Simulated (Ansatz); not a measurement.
ZnS: an elastic constant from a strain scan

Level of theory: DFT r2SCAN, scalar-relativistic, plane waves, PAW in Ansatz 0.2.0. The runs took a 500 eV cutoff, a Γ-centred 8×8×8 mesh and Gaussian smearing (0.05 eV). No spin polarisation. Energies are free energies at this smearing, counted from the undisturbed cell; pressure is positive in compression.

Reference structure (as given, not relaxed at this level; it stands at -0.9 GPa):

```xyz
2
Lattice="0.0000 2.7046 2.7046 2.7046 0.0000 2.7046 2.7046 2.7046 0.0000" Properties=species:S:1:pos:R:3 pbc="T T T"
Zn    0.0000    0.0000    0.0000
S     4.0570    4.0570    4.0570
```

The cell is strained by ε times the Voigt pattern (1, 0, 0, 0, 0, 0) (xx, yy, zz, yz, xz, xy; engineering shear) with fractional coordinates fixed. The cell holds 2 atoms in V0 = 39.57 Å³. The stress column is τ = (1/V0) dE/dε, got from the stress tensor σ (compression positive) at each point as −det(1 + εP) σ : P(1 + εP)⁻¹, with P the pattern as a tensor.

```csv
ε,ΔE (meV/atom),τ (GPa)
-0.1000,58.420,-10.720
-0.0750,30.179,-7.600
-0.0500,11.339,-4.631
-0.0250,1.432,-1.812
0.0000,0.000,0.861
0.0250,6.597,3.388
0.0500,20.774,5.773
0.0750,42.097,8.018
0.0875,55.302,9.088
0.1000,?,?
```

Q: Which combination of elastic constants does this scan measure, and how large is it?

A: For small ε, τ = τ0 + Kε with K = pᵀCp, which for this pattern is C11 in the cubic axes. The parabola through τ at ε = -0.0250, 0 and 0.0250 has slope K = 104 GPa at zero. The energies per cell, E = NΔE, of the same two points give K = 2[E(ε₊)/ε₊ − E(ε₋)/ε₋]/[(ε₊ − ε₋)V0] = 104 GPa, in agreement.

Q: Predict the withheld row at ε = 0.1000 from the harmonic law, and compare.

A: ΔE = V0(τ0 ε + Kε²/2)/N = 74.842 meV/atom and τ = 11.26 GPa. The calculation gives 70.134 meV/atom and 10.12 GPa: the energy lies 6 % below the harmonic value, as bonds soften when stretched.